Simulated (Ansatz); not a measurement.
## CuI (Marshite) under changes of volume

One of the cells (27.859 Å³/atom); the others are scaled copies at fixed shape and fractional positions:

```
CELL_PARAMETERS angstrom
0.00000 3.03150 3.03150
3.03150 0.00000 3.03150
3.03150 3.03150 0.00000
ATOMIC_POSITIONS crystal
I 0.00000 0.00000 0.00000
Cu 0.75000 0.75000 0.75000
```

```yaml
Program: Ansatz 0.2.0
Functional: PBEsol
Potentials_or_basis: all-electron LAPW, scalar-relativistic
Cutoff: 305 eV (chosen from the basis error)
Basis_error_allowed: 0.0005 eV/atom
k_mesh: 8 × 8 × 8
Occupations: fermi-dirac, width 0.05 eV
Spin: no spin polarisation
```

```tsv
volume (Å³/atom)	energy over the lowest point (meV/atom)	pressure (GPa)	gap on the mesh (eV)
26.188	0.00	0.0	1.17
26.745	1.70	-1.0	1.12
27.302	6.61	-1.8	1.06
27.859	14.32	-2.6	1.01
28.417	24.49	-3.2	0.96
28.974	36.79	-3.8	0.91
29.531	?	?	?
```

**Question.** What does the run at 29.531 Å³/atom give?

**Answer.** Energy over the lowest point 50.97 meV/atom; pressure -4.3 GPa; gap on the mesh 0.87 eV.

Worked out: A Birch-Murnaghan fit of order 3 (a polynomial in V^(-2/3)) to the other rows has its minimum at 26.20 Å³/atom with B0 = V·E''(V) = 49 GPa and B' = 5.3. It gives 50.94 meV/atom at 29.531 Å³/atom, against the run's 50.97, and -dE/dV = -4.3 GPa, against -4.3. A straight line through the other rows of the gap, of slope -2.59 eV per unit of ln V (its deformation potential), extrapolates to 0.86 eV, against the run's 0.87.

Energies are extrapolated to zero smearing.

Caveats: spin-orbit coupling is left out, which moves the levels of the heavy elements.
